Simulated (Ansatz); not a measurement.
# Ti3Al: the cost of one run

Program: Ansatz 0.2.0. Level of theory: DFT PBE, scalar-relativistic, plane waves, PAW. These are calculated values, not measurements.

19 further runs of the same task are left out: 19 set aside as unsound or not needed.

### 1 Starting point

Symmetry: P-6m2, No. 187, hexagonal system. The conventional cell has a = 2.930 Å, b = 2.930 Å, c = 9.232 Å, α = 90.00°, β = 90.00°, γ = 120.00°. Ti (site symmetry -6m2) is surrounded by 12 Ti at 2.86 to 2.93 Å. Around Ti (site symmetry 3m) lie 9 Ti at 2.86 to 2.93 Å and 3 Al at 2.86 Å. Al (site symmetry -6m2) is surrounded by 6 Ti at 2.86 Å and 6 Al at 2.93 Å.

Coordinates:

```xyz
4
Lattice="2.9297 0.0000 0.0000 -1.4649 2.5372 0.0000 0.0000 0.0000 9.2315" Properties=species:S:1:pos:R:3 pbc="T T T"
Ti    1.4649    0.8457    0.0000
Ti    0.0000    1.6915    6.9279
Ti    0.0000    1.6915    2.3037
Al    1.4649    0.8457    4.6158
```

It goes back to an entry of the Materials Project, which need not be the stable form.

It is the result of an earlier relaxation at this level (volume 17.16 Å³/atom; gap on the mesh: none (metal)).

### 2 The scan

Atoms count from 1 in the order of the input.

The energy is mapped over a free internal coordinate and the cell.

The axes are (1) shift of Ti2 along [0 0 1], its symmetry partners moved as symmetry demands (measured in the relaxed cell): 7 values from −0.15 Å; (2) c/a of the conventional cell at fixed volume: 7 values from 2.899 to 3.403.

Nothing else is relaxed (all other coordinates fixed). Energies count from the relaxed crystal. Points are written as (first, second).

### 3 The run at (−0.15 Å, 3.235)

input.yaml

```yaml
crystal:
  lattice:
    - [2.9041494217, 0.0, 0.0]
    - [-1.4520747109, 2.5150671756, 0.0]
    - [0.0, 0.0, 9.3949233792]
  atoms:
    - { symbol: Ti, position: [0.6666666667, 0.3333333333, 0.0] }
    - { symbol: Ti, position: [0.3333333333, 0.6666666667, 0.7342089107] }
    - { symbol: Ti, position: [0.3333333333, 0.6666666667, 0.2657910893] }
    - { symbol: Al, position: [0.6666666667, 0.3333333333, 0.5] }
basis:
  ecutwfc: 520.0
kpoints:
  mp_grid: { grid: [15, 15, 6] }
hamiltonian:
  xc: pbe
  pseudopotentials: { kind: paw, azcp: { folder: soft_1 } }
scf:
  occupations: { method: gaussian, width: 0.15 }
output:
  forces: true
  stress: true
  eigenvalues: true
```

The run is started by

```bash
ansatz run input.yaml --threads 2 --pin off --max-ram 4096MiB --backend cpu --events-out ev --progress --plain --runs-dir out
```

What time and memory should one allow on 2 threads of Arm Neoverse N1, shared host?

About 19 s, with a peak of 0.45 GiB.
